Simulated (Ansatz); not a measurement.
**LAPW volumes and bulk moduli in simple lattices**

All-electron LAPW (Ansatz 0.2.0), scalar-relativistic, no spin, Fermi–Dirac smearing 0.136 eV, k-meshes of 8 to 18 points an axis; Birch–Murnaghan fits to pressures. Some or most of these lattices are hypothetical for the element, and V0 is the minimum nearest the starting volume; lattices without a usable fit are left out; mesh and smearing are coarse, and magnetic elements are treated as non-magnetic.

```tsv
element	lattice	functional	V0 (Å³/atom)	B0 (GPa)	B′	k-points per axis
Ce	bcc	LDA	23.82	42	4.9	13
Ce	bcc	PBE	28.70	25	3.1	12
Ce	bcc	PBEsol	25.06	35	5.1	13
Ce	diamond	LDA	28.48	90	5.4	8
Ce	diamond	PBEsol	29.02	84	5.5	8
Ce	fcc	LDA	23.37	51	5.0	12
Ce	fcc	PBE	27.24	32	4.5	12
Ce	fcc	PBEsol	24.42	44	4.8	12
Ce	sc	LDA	22.22	77	7.3	12
Ce	sc	PBEsol	22.94	68	7.3	11
```

Give V0 and B0 for sc Ce in PBE.

25.18 Å³/atom and 42.0 GPa.

Give V0 and B0 for diamond Ce in PBE.

30.43 Å³/atom and 69.7 GPa.
